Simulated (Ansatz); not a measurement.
Input:

```
CELL_PARAMETERS angstrom
      0.00000     3.08874     3.08874
      3.08874     0.00000     3.08874
      3.08874     3.08874     0.00000
ATOMIC_POSITIONS crystal
  Sb 0.75000 0.75000 0.75000
  Al 0.00000 0.00000 0.00000
```

No spin polarisation.

Electron doping at 7.0×10^20 cm⁻³ (0.0413 per cell), with a uniform compensating background at fixed cell and a 300 K Fermi–Dirac width.

The values are results of r2SCAN (Ansatz, a first-principles code), spin-orbit coupling left out, earlier PAW set, not measurements. Settings: 21×21×21 k-points, 0.0259 eV Fermi–Dirac smearing.

**Question.** Predict the gap between the host's bands.

**Answer.** 1.49 eV.

**Question.** Estimate the Fermi level relative to the doped band's edge (positive inside the band; to 0.05 eV).

**Answer.** +0.20 eV.

Charged cell with a jellium background: band edges are those of the host's band count, energies are not comparable with the neutral cell, and many-body gap narrowing is missing. Spin-orbit coupling, missing from the scalar runs, can matter with Sb. Stability against distortions was not tested. The cell was made from AlSb in the zinc blende structure (space group F-43m, No. 216) by this change: electrons 7.0×10^20 cm⁻³.
